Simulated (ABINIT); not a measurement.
# BAs (F-43m) in ABINIT: convergence with boxcutmin

Aim: find how far boxcutmin must go before the results for BAs settle, at BLYP. This setting moves, with any that are tied to it; all else stays.

Everything below comes from runs of ABINIT 10.8.3 (patched build). Logs are shortened: lines on timing, memory, paths and dates and some standing lists are left out, and cuts for length are marked. The log counts tension as positive stress, the text compression.

## (1) Starting point

Symmetry: F-43m, No. 216, cubic system. Conventional cell: a = 4.777 Å, b = 4.777 Å, c = 4.777 Å, α = 90.00°, β = 90.00°, γ = 90.00°. Around As (site symmetry -43m) lie 4 B at 2.07 Å. B (site symmetry -43m) has 4 As at 2.07 Å as nearest neighbours.

## (2) With boxcutmin 1.3

Contents of run.abi:

```
# Pseudopotentials
pp_dirpath "./"
pseudos "As.GGA_PBE-JTH.xml, B.GGA_PBE-JTH.xml"

# Structure
acell 6.3832096775 6.3832096775 6.3832096775
rprim
     0.0000000000     0.7071067812     0.7071067812
     0.7071067812     0.0000000000     0.7071067812
     0.7071067812     0.7071067812     0.0000000000
ntypat 2
znucl 33 5
natom 2
typat 1 2
xred
     0.7500000000     0.7500000000     0.7500000000
     0.0000000000     0.0000000000     0.0000000000

# Plane-wave basis
ecut 15.0
pawecutdg 30.0
pawxcdev 0

# k points
kptopt 1
ngkpt 10 10 10
nshiftk 1
shiftk 0.0 0.0 0.0

# Exchange and correlation
ixc -106131

# Bands and occupations
nband 13
occopt 6
tsmear 0.05 eV

# SCF cycle
nstep 100
tolvrs 1.0e-9
boxcutmin 1.3

# Output
iomode 3
prtwf 0
prtden 0
prteig 0
prtebands 0
enunit 1
```

Potentials or basis: JTH PAW PBE v2.0.

Started as:

```bash
$ abinit run.abi > log 2>&1
```

run.abo:

```text
.Version 10.8.3 of ABINIT
 Symmetries : space group F-4 3 m (#216); Bravais cF (face-center cubic)
================================================================================
 Values of the parameters that define the memory need of the present run
     intxc =       0    ionmov =       0      iscf =      17    lmnmax =      18
     lnmax =       6     mgfft =      16  mpssoang =       3    mqgrid =    3001
     natom =       2  nloc_mem =       2    nspden =       1   nspinor =       1
    nsppol =       1      nsym =      24    n1xccc =       1    ntypat =       2
    occopt =       6   xclevel =       2
       mpw =         532          nfft =        4096          nkpt =          47
 PAW method is used; the additional fine FFT grid is defined by:
   mgfftf=        24    nfftf =     13824
================================================================================
================================================================================

--------------------------------------------------------------------------------
------------- Echo of variables that govern the present computation ------------
--------------------------------------------------------------------------------
 -outvars: echo values of preprocessed input variables --------
            acell      6.3832096775E+00  6.3832096775E+00  6.3832096775E+00 Bohr
              amu      7.49215900E+01  1.08110000E+01
        boxcutmin      1.30000000E+00
        bxctmindg      1.30000000E+00
             ecut      1.50000000E+01 Hartree
           enunit           1
              ixc     -106131
         kptrlatt       10    0    0      0   10    0      0    0   10
          kptrlen      6.38320968E+01
            natom           2
            nband          13
            ngfft          16      16      16
          ngfftdg          24      24      24
             nkpt          47
            nstep         100
             nsym          24
           ntypat           2
           occopt           6
[... 183 lines left out ...]
xc                  : -3.21200593078814E+00
Ewald energy        : -6.34210613745209E+01
psp_core            :  2.70429404895357E+00
local_psp           : -9.03293266459718E+01
PAW spherical_terms : -1.57253347714494E+00
internal            : -1.16665434814685E+02
'-kT*entropy'       :  6.39207311204164E-07
total_energy        : -1.16665434175478E+02
total_energy_eV     : -3.17462819090400E+03
...

--- !EnergyTermsDC
iteration_state     : {dtset: 1, }
comment             : '"Double-counting" decomposition of free energy'
band_energy         : -1.01291514196685E+01
Ewald energy        : -6.34210613745209E+01
psp_core            :  2.70429404895357E+00
xc_dc               : -3.25059743418411E+01
PAW spherical_terms : -1.33135441992464E+01
internal            : -1.16665437286323E+02
'-kT*entropy'       :  6.39207311204164E-07
total_energy_dc     : -1.16665436647116E+02
total_energy_dc_eV  : -3.17462825816070E+03
...

--- !EnergyTermsWithPAWCore
iteration_state     : {dtset: 1, }
comment             : 'Components of total free energy, including PAW core contributions'
Total energy        : -2.28622819668281E+03
Total energy DC     : -2.28622819915445E+03
Total energy (eV)   : -6.22114385063886E+04
Total energy DC (eV): -6.22114385736454E+04
...

 Cartesian components of stress tensor (hartree/bohr^3)
  sigma(1 1)= -2.54817053E-04  sigma(3 2)=  0.00000000E+00
  sigma(2 2)= -2.54817053E-04  sigma(3 1)=  0.00000000E+00
  sigma(3 3)= -2.54817053E-04  sigma(2 1)=  0.00000000E+00

-Cartesian components of stress tensor (GPa)         [Pressure=  7.4970E+00 GPa]
- sigma(1 1)= -7.49697654E+00  sigma(3 2)=  0.00000000E+00
- sigma(2 2)= -7.49697654E+00  sigma(3 1)=  0.00000000E+00
- sigma(3 3)= -7.49697654E+00  sigma(2 1)=  0.00000000E+00

== END DATASET(S) ==============================================================
================================================================================

 -outvars: echo values of variables after computation  --------
            acell      6.3832096775E+00  6.3832096775E+00  6.3832096775E+00 Bohr
           etotal     -1.1666543665E+02
            fcart     -1.2217573915E-25 -1.2217573915E-25  3.6652721746E-25
                       1.2217573915E-25  1.2217573915E-25 -3.6652721746E-25
            rprim      0.0000000000E+00  7.0710678120E-01  7.0710678120E-01
                       7.0710678120E-01  0.0000000000E+00  7.0710678120E-01
                       7.0710678120E-01  7.0710678120E-01  0.0000000000E+00
           strten     -2.5481705337E-04 -2.5481705337E-04 -2.5481705337E-04
                       0.0000000000E+00  0.0000000000E+00  0.0000000000E+00
           xangst      3.5827499977E+00  3.5827499977E+00  3.5827499977E+00
                       0.0000000000E+00  0.0000000000E+00  0.0000000000E+00
             xred      7.5000000000E-01  7.5000000000E-01  7.5000000000E-01
                       0.0000000000E+00  0.0000000000E+00  0.0000000000E+00
 Calculation completed.
```

It took 7.6 s on 1 thread of Arm Neoverse V2, shared host; peak memory 0.08 GiB.

What came out:

```yaml
Free_energy: -3174.6283 eV
Pressure: 7.5 GPa
Band_gap_on_the_k_mesh: 1.41 eV, indirect (least direct gap 3.37 eV)
Valence_electrons_inside_the_program's_atomic_spheres: As 12.82; B 1.77
```

## (3) With boxcutmin 1.5

run.abi: that of step 2 with these lines changed.

```diff
@@ -40,3 +40,3 @@
 tolvrs 1.0e-9
-boxcutmin 1.3
+boxcutmin 1.5
```

Potentials or basis: JTH PAW PBE v2.0.

Started as:

```bash
$ abinit run.abi > log 2>&1
```

Wall time 8.3 s (1 thread of Arm Neoverse V2, shared host); peak memory 0.08 GiB.

The run converged. Its results:

```
Free energy                                           : -3174.6283 eV
Pressure                                              : 7.5 GPa
Band gap on the k mesh                                : 1.41 eV, indirect (least direct gap 3.37 eV)
Valence electrons inside the program's atomic spheres : As 12.82; B 1.77
```

## (4) With boxcutmin 1.7

run.abi: that of step 3 with these lines changed.

```diff
@@ -40,3 +40,3 @@
 tolvrs 1.0e-9
-boxcutmin 1.5
+boxcutmin 1.7
```

Started as:

```bash
$ abinit run.abi > log 2>&1
```

It took 9.6 s on 1 thread of Arm Neoverse V2, shared host; peak memory 0.09 GiB.

The run converged. Its results:

```
Free energy                                           : -3174.6302 eV
Pressure                                              : 7.6 GPa
Band gap on the k mesh                                : 1.41 eV, indirect (least direct gap 3.37 eV)
Valence electrons inside the program's atomic spheres : As 12.85; B 1.78
```

## (5) With boxcutmin 1.85

run.abi: that of step 4 with these lines changed.

```diff
@@ -40,3 +40,3 @@
 tolvrs 1.0e-9
-boxcutmin 1.7
+boxcutmin 1.85
```

Started as:

```bash
$ abinit run.abi > log 2>&1
```

It took 12 s on 1 thread of Arm Neoverse V2, shared host; peak memory 0.09 GiB.

The run converged. Its results:

```yaml
Free_energy: -3174.6302 eV
Pressure: 7.6 GPa
Band_gap_on_the_k_mesh: 1.41 eV, indirect (least direct gap 3.37 eV)
Valence_electrons_inside_the_program's_atomic_spheres: As 12.85; B 1.78
```

## (6) With boxcutmin 2

run.abi: that of step 5 with these lines changed.

```diff
@@ -40,3 +40,3 @@
 tolvrs 1.0e-9
-boxcutmin 1.85
+boxcutmin 2.0
```

Potentials or basis: JTH PAW PBE v2.0.

Started as:

```bash
$ abinit run.abi > log 2>&1
```

It took 12 s on 1 thread of Arm Neoverse V2, shared host; peak memory 0.09 GiB.

Results (log left out):

| Property | Result |
| --- | --- |
| Free energy | -3174.6299 eV |
| Pressure | 7.6 GPa |
| Band gap on the k mesh | 1.41 eV, indirect (least direct gap 3.37 eV) |
| Valence electrons inside the program's atomic spheres | As 12.84; B 1.81 |

## (7) With boxcutmin 2.3

run.abi: that of step 6 with these lines changed.

```diff
@@ -40,3 +40,3 @@
 tolvrs 1.0e-9
-boxcutmin 2.0
+boxcutmin 2.3
```

Started as:

```bash
$ abinit run.abi > log 2>&1
```

Run time: 14 s. Hardware: 1 thread of Arm Neoverse V2, shared host; peak memory 0.1 GiB.

It converged, with:

```yaml
Free_energy: -3174.6298 eV
Pressure: 7.5 GPa
Band_gap_on_the_k_mesh: 1.41 eV, indirect (least direct gap 3.37 eV)
Valence_electrons_inside_the_program's_atomic_spheres: As 12.84; B 1.76
```

## (8) With boxcutmin 2.7

run.abi: that of step 7 with these lines changed.

```diff
@@ -40,3 +40,3 @@
 tolvrs 1.0e-9
-boxcutmin 2.3
+boxcutmin 2.7
```

Started as:

```bash
$ abinit run.abi > log 2>&1
```

Run time: 18 s. Hardware: 1 thread of Arm Neoverse V2, shared host; peak memory 0.11 GiB.

Results (log left out):

| Item | Value |
| --- | --- |
| Free energy | -3174.6298 eV |
| Pressure | 7.6 GPa |
| Band gap on the k mesh | 1.41 eV, indirect (least direct gap 3.37 eV) |
| Valence electrons inside the program's atomic spheres | As 12.85; B 1.76 |

## (9) The series at a glance

```
boxcutmin  energy less the tightest run (meV/atom)  pressure (GPa)  SCF cycles  CPU time (s)  peak memory (GiB)
      1.3                                     0.76            7.50          11           7.6               0.08
      1.5                                     0.75            7.50          11           8.3               0.08
      1.7                                    -0.20            7.56          12           9.5               0.09
     1.85                                    -0.20            7.56          12            12               0.09
        2                                    -0.07            7.57          12            12               0.09
      2.3                                    -0.01            7.55          12            14                0.1
      2.7                                     0.00            7.57          12            18               0.11
```

Against the tightest run, the energy stays within 1 meV/atom from 1.3 on; the pressure stays within 0.1 GPa from 1.3 on. The tightest run that finished is the yardstick and may itself not be fully converged.

Caveats: the PAW data sets were made with another functional, which shifts forces and pressure a little.
